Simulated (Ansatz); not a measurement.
BaSnO3 (cubic perovskite)

```
BaSnO3
1.0
    4.13130     0.00000     0.00000
    0.00000     4.13130     0.00000
    0.00000     0.00000     4.13130
Ba Sn O
1 1 3
Cartesian
  0.00000   0.00000   0.00000
  2.06565   2.06565   2.06565
  0.00000   2.06565   2.06565
  2.06565   2.06565   0.00000
  2.06565   0.00000   2.06565
```

Scan: atom 2 (Sn, nearest neighbour O at 2.066 Å; its periodic images, 4.1 Å or more away, move with it) is displaced along Cartesian z, direction (0.000, 0.000, 1.000) in Cartesian axes, by s. The other atoms stay.

These are r2SCAN (plane waves to 500 eV, PAW, scalar-relativistic; Ansatz, an electronic-structure program) values and carry that method's errors. k mesh 7×7×7 (Γ-centred), Fermi-Dirac smearing 0.05 eV. The energy includes the smearing's −TS. Left out: 2 of 11 points, with atoms too close for the PAW data. BaSnO3 was relaxed with its symmetry unable to fall. The zero of ΔE is the undisplaced structure.

Successive frames, forces in eV/Å:

| frame | ΔE (meV/cell) | F on Ba1 | F on Sn2 | F on O3 | F on O4 | F on O5 |
|---|---|---|---|---|---|---|
| s = 0.000 Å | 0 | (0.000, 0.000, 0.000) | (0.000, 0.000, 0.000) | (0.000, 0.000, 0.000) | (0.000, 0.000, 0.000) | (0.000, 0.000, 0.000) |
| s = 0.124 Å | 143 | (0.000, 0.000, 0.429) | (0.000, 0.000, -2.421) | (0.000, 0.000, 0.075) | (0.000, 0.000, 1.842) | (0.000, 0.000, 0.075) |
| s = 0.248 Å | 657 | (0.000, 0.000, 0.853) | (0.000, 0.000, -6.234) | (0.000, 0.000, 0.186) | (0.000, 0.000, 5.009) | (0.000, 0.000, 0.186) |

Problem. What are the energy and the forces in the next frame, s = 0.372 Å?

Solution. ΔE (meV/cell) = 1816.

| atom | Fx | Fy | Fz |
|---|---|---|---|
| Ba1 | 0.000 | 0.000 | 1.264 |
| Sn2 | 0.000 | 0.000 | -13.136 |
| O3 | 0.000 | 0.000 | 0.357 |
| O4 | 0.000 | 0.000 | 11.159 |
| O5 | 0.000 | 0.000 | 0.357 |

(For displaced atoms, the force is minus the slope of the energy, and its curvature is a force constant, which sets phonon frequencies.)
